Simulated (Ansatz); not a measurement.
Relaxation of BaTiO₃

Theory: DFT PBE, scalar-relativistic, plane waves, PAW (Ansatz). Run with 420 eV cutoff, 8×8×8 k-mesh, Gaussian smearing of 0.02 eV, no spin polarisation.

What was changed: biaxial strain in the a-b plane, c and atoms relaxed: +1.0 %.

Command:

```bash
ansatz run input.yaml --threads 1 --pin off --max-ram 2560MiB --backend cpu --events-out ev --progress --plain --runs-dir out
```

Input:

```yaml
crystal:
  lattice:
    - [4.0594434436, 0.0, 0.0]
    - [0.0, 4.0594434436, 0.0]
    - [0.0, 0.0, 3.9951354287]
  atoms:
    - { symbol: Ba, position: [0.5, 0.5, 0.5] }
    - { symbol: Ti, position: [0.0, 0.0, 0.0] }
    - { symbol: O, position: [0.5, 0.0, 0.0] }
    - { symbol: O, position: [0.0, 0.5, 0.0] }
    - { symbol: O, position: [0.0, 0.0, 0.5] }
basis:
  ecutwfc: 420
kpoints:
  mp_grid: { grid: [8, 8, 8] }
hamiltonian:
  xc: pbe
scf:
  occupations: { method: gaussian, width: 0.02 }
output:
  forces: true
  stress: true
  eigenvalues: true
relax:
  adjacent_minimum: "off"
  f_tol: 0.008
  max_steps: 40
  cell: { stress_tol: 0.015, fix: [a, b, gamma] }
```

F is the free energy. Steps run on the plane waves of an earlier cell, but the last one, and at times one on the way, on a freshly chosen basis, so a repeated geometry can differ a little in energy. The held parts of the cell keep their stress, so P needn't end at zero.

Steps:

```csv
step,F − F(1) (eV),largest force component (eV/Å),V (Å³/atom),P (GPa)
1,0.0000,0.000,13.167,-2.14
2,-0.0002,0.000,13.158,-2.02
3,-0.0003,0.000,13.153,-1.96
4,-0.0001,0.000,13.153,-1.97
```

Relaxed structure:

```xyz
5
Lattice="4.0594 0.0000 0.0000 0.0000 4.0594 0.0000 0.0000 0.0000 3.9909" Properties=species:S:1:pos:R:3 pbc="T T T"
Ba    2.0297    2.0297    1.9955
Ti    0.0000    0.0000    0.0000
O     2.0297    0.0000    0.0000
O     0.0000    2.0297    0.0000
O     0.0000    0.0000    1.9955
```

The structure is tetragonal, space group P4/mmm (No. 123). Conventional cell: a = 4.059 Å, b = 4.059 Å, c = 3.991 Å, α = 90.00°, β = 90.00°, γ = 90.00°. Ba (site symmetry 4/mmm) has 12 O at 2.85 to 2.87 Å as nearest neighbours. Around Ti (site symmetry 4/mmm) lie 6 O at 2.00 to 2.03 Å. O (site symmetry mmm) is surrounded by 2 Ti at 2.03 Å. Around O (site symmetry 4/mmm) lie 2 Ti at 2.00 Å.

The run converged. Time: 31 s on 1 thread of Arm Neoverse V2 (shared host), peak memory 0.42 GiB.